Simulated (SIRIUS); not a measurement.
AgCl (Chlorargyrite) under changes of volume

One of the cells (20.458 Å³/atom); the others are scaled copies at fixed shape and fractional positions:

```
Ag Cl
1.0
     0.00000    2.73500    2.73500
     2.73500    0.00000    2.73500
     2.73500    2.73500    0.00000
Ag Cl
1 1
Direct
  0.00000 0.00000 0.00000
  0.50000 0.50000 0.50000
```

| Property | Result |
| --- | --- |
| Program | SIRIUS 7.12.0 |
| Functional | LDA |
| Potentials or basis | all-electron FP-LAPW |
| Cutoff | 163 eV |
| Basis | apw+lo standard |
| k mesh | 8 × 8 × 8 |
| Occupations | fermi-dirac, width 0.05 eV |
| Spin | no spin polarisation |

```tsv
volume (Å³/atom)	energy over the lowest point (meV/atom)	gap on the mesh (eV)
19.231	0.00	0.63
19.640	2.88	0.62
20.049	8.20	0.62
20.458	?	?
20.868	27.26	0.61
21.277	40.68	0.62
21.686	55.69	0.62
```

What does the run at 20.458 Å³/atom give?

Energy over the lowest point 16.77 meV/atom; gap on the mesh 0.61 eV.

Worked out: A Birch-Murnaghan fit of order 3 (a polynomial in V^(-2/3)) to the other rows has its minimum at 19.08 Å³/atom, just outside them, with B0 = V·E''(V) = 58 GPa (rough, since the energies scatter). It gives 16.57 meV/atom at 20.458 Å³/atom, against the run's 16.77. A parabola through the other rows of the gap, of slope -0.0631 eV per unit of ln V there, gives 0.61 eV, against the run's 0.61.

Energies are extrapolated to zero smearing.

A mesh can miss the band edges. Spin-orbit coupling on Ag is left out.
